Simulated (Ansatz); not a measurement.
# Clamped-ion strain scan in Ge

Level of theory: DFT PBE, scalar-relativistic, plane waves, PAW in Ansatz 0.2.0. Settings: plane waves to 420 eV, k-mesh 14×14×14 (Γ-centred), Gaussian smearing 0.15 eV. No spin polarisation. Energies are free energies at this smearing, counted from the undisturbed cell; pressure is positive in compression.

The starting cell (as given, not relaxed at this level; it stands at 3.7 GPa):

```
Ge
1.0
     0.00000    2.82877    2.82877
     2.82877    0.00000    2.82877
     2.82877    2.82877    0.00000
Ge
2
Direct
  0.50000 0.50000 0.50000
  0.75000 0.75000 0.75000
```

The cell is strained by ε times the Voigt pattern (1, -1, 0, 0, 0, 0) (xx, yy, zz, yz, xz, xy; engineering shear) with fractional coordinates fixed.

| ε | ΔE (meV/atom) |
| --- | --- |
| -0.1000 | 97.5 |
| -0.0500 | 25.8 |
| 0.0000 | 0.0 |
| 0.0125 | 1.6 |
| 0.0250 | 6.5 |
| 0.0375 | 14.6 |
| 0.0625 | 39.9 |
| 0.0750 | 56.7 |
| 0.0875 | 76.0 |

Task: Predict the stress summed along the pattern (GPa, tension positive) at each point.

Result:
```
      ε  stress summed along the pattern (GPa, tension positive)
-0.1000                                                   -12.14
-0.0500                                                    -6.83
 0.0000                                                     0.00
 0.0125                                                     1.76
 0.0250                                                     3.50
 0.0375                                                     5.20
 0.0625                                                     8.34
 0.0750                                                     9.74
 0.0875                                                    11.02
```